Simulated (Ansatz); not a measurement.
# Ionic part of the dielectric constant of PtSe2, mode by mode

These are results of Ansatz 0.2.0, DFT PBE, scalar-relativistic, plane waves, PAW, not measurements. Cutoff 420 eV, 12×12×4 k-points (Γ-centred), fixed occupations. No spin polarisation. Phonons by linear response, acoustic sum rule imposed.

Symmetry: P-3m1, No. 164, trigonal system. Conventional cell: a = 3.752 Å, b = 3.752 Å, c = 6.506 Å, α = 90.00°, β = 90.00°, γ = 120.00°. Pt (site symmetry -3m) has 6 Se at 2.53 Å as nearest neighbours. Se (site symmetry 3m) is surrounded by 3 Pt at 2.53 Å.

The crystal is built of layers and no dispersion correction was added, so the binding between them is poorly described, and with it their spacing and whatever depends on it. Spin–orbit coupling is left out, which matters for heavy elements. The run warned that the force constants aren't converged on this k mesh, so the frequencies and all that is formed from them are rough.

The primitive cell has V = 79.31 Å³ and ε∞,xx = 16.766. Each polar mode adds Δε = (4.92064×10⁷/V)·S/ν² along x, with S its oscillator strength in e²/amu, ν in cm⁻¹ and V in Å³.

Problem. From these modes, find each Δε and ε0,xx.
```tsv
ν (cm⁻¹)	S_xx (e²/amu)
212.6	0.06536
```

Solution.
| ν (cm⁻¹) | Δε |
| --- | --- |
| 212.6 | 0.90 |

The sum is 0.898, so ε0,xx = 17.66; the run's tensor has 17.66.

Problem. Where do the longitudinal modes lie for a wave vector along x?

Solution. At 218 cm⁻¹. The Lyddane–Sachs–Teller product Π(ν_LO/ν_TO)² = 1.05 matches ε0/ε∞ = 1.05.

Cost: 1 run of about 9.5 core-minutes, on AMD EPYC (Zen 3) (shared hosts).

The in-plane response is overwhelmingly electronic: the single polar mode adds only 0.90 to an ε∞,xx of 16.766. In this mode the Pt and Se sublattices move against each other within the layer. Its static contribution depends on the dynamical charges and the restoring force, since the masses cancel between S and ν². Hybridised Pt 5d and Se 4p states make the electrons highly polarisable, and this strong screening also keeps the longitudinal mode, at 218 cm⁻¹, close to the transverse one. The small ionic share is therefore no direct measure of static bond ionicity.

Bulk PtSe2 is known to be a semimetal, whose free carriers would screen a static field beyond any finite lattice value. The insulating response found here is at odds with that. It probably reflects the overlong c axis, which weakens the interlayer Se–Se coupling responsible for the band overlap, together with the fixed occupations, which exclude free carriers from the outset. The finite ε0,xx is thus no evidence of a bulk gap.
